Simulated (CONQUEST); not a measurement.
A run of CONQUEST 1.3 is set up as follows.

The input Conquest_input:

```
IO.Title SnSe
IO.Coordinates coords.dat
IO.FractionalAtomicCoords T
IO.Iprint 2
IO.Iprint_init 1
General.NumberOfSpecies 2
General.PseudopotentialType hamann
AtomMove.TypeOfRun static
AtomMove.FullStress T
Grid.GridCutoff 150
DM.SolutionMethod diagon
Diag.MPMesh T
Diag.GammaCentred T
Diag.MPMeshX 6
Diag.MPMeshY 6
Diag.MPMeshZ 3
Diag.kT 0.00183747
minE.SCTolerance 1e-6
SC.MaxIters 100
IO.AtomChargeOutput T
%block ChemicalSpeciesLabel
1 118.710 Sn
2 78.960 Se
%endblock
```

The input coords.dat:

```
    7.9179524622     0.0000000000     0.0000000000
    0.0000000000     8.4281785158     0.0000000000
    0.0000000000     0.0000000000    21.5806723432
8
  0.7501360000   0.9099170000   0.8753190000 1 T T T
  0.2455770000   0.4110670000   0.6255730000 1 T T T
  0.7491900000   0.5946260000   0.3728620000 1 T T T
  0.2625250000   0.0854660000   0.1265620000 1 T T T
  0.7631490000   0.9887970000   0.6447880000 2 T T T
  0.2595380000   0.4844410000   0.8558790000 2 T T T
  0.7545270000   0.5090930000   0.1429490000 2 T T T
  0.2313560000   0.0116720000   0.3604920000 2 T T T
```

Potentials or basis: PseudoDojo NC PBE, DZP, grid cutoff 150 Ha.

Run with:

```bash
$ Conquest
```

Problem. Predict the Mulliken charges.

Solution. Sn +0.44, +0.45; Se -0.45, -0.44 e.

Problem. What does it give for the pressure?

Solution. 4.3 GPa.

Problem. What does it give for the largest force?

Solution. 0.916 eV/Å.

Problem. Predict the band gap on the k mesh.

Solution. 0.62 eV, indirect (least direct gap 0.75 eV).

Forces in eV/Å, atoms in the order of the input:
```
Sn   0.076  0.087  0.701
Sn   0.168  0.161 -0.789
Sn  -0.192 -0.262  0.857
Sn  -0.079 -0.120 -0.544
Se  -0.189 -0.170 -0.582
Se  -0.061 -0.050  0.678
Se  -0.022  0.138 -0.628
Se   0.288  0.242  0.365
```

Caveat: spin-orbit coupling is left out, which moves the levels of the heavy elements; an odd mesh through Γ misses points on the zone boundary, where band edges often lie; the basis of atomic orbitals isn't converged, which shifts pressures, moduli and gaps.
